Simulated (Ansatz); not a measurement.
HfO2:

```xyz
6
Lattice="3.5580 0.0000 0.0000 0.0000 3.5580 0.0000 0.0000 0.0000 5.1719" Properties=species:S:1:pos:R:3 pbc="T T T"
Hf    0.0000    0.0000    0.0000
Hf    1.7790    1.7790    2.5859
O     0.0000    1.7790    1.0199
O     1.7790    0.0000    1.5660
O     1.7790    0.0000    4.1519
O     0.0000    1.7790    3.6059
```

Measurements of this composition are mostly on another form, of space group No. 14.

Base run:

- Program: Ansatz 0.2.0
- Functional: PBEsol
- Potentials or basis: Ansatz PAW
- Cutoff: 420 eV
- Density cutoff: 1680 eV
- k mesh: 8 × 8 × 5
- Occupations: fermi-dirac, width 0.05 eV
- Spin: no spin polarisation
- Hubbard terms: Hf d U = 2 eV

Its results: band gap on the k mesh 4.95 eV, indirect (least direct gap 5.02 eV); pressure 4.8 GPa; largest force 0.228 eV/Å.

Task: The run is repeated on the same cell with these changes: hubbard terms from Hf d U = 2 eV to Hf d U = 5 eV. What comes out?

Result: Band gap on the k mesh 5.47 eV, indirect (least direct gap 5.54 eV); pressure 9.7 GPa; largest force 0.447 eV/Å.

Caveats: odd divisions of the mesh miss points on the zone boundary, where band edges often lie, so the gap on the mesh can be too wide; spin-orbit coupling is left out, which moves the levels of the heavy elements; the PAW data sets come from PBE, with cores solved anew for the run's functional, which leaves a small shift of forces and pressure; the density of states is complete only up to the lowest level of the last band computed.

A k mesh can miss the band edges.

Not every run made on this cell is shown here.
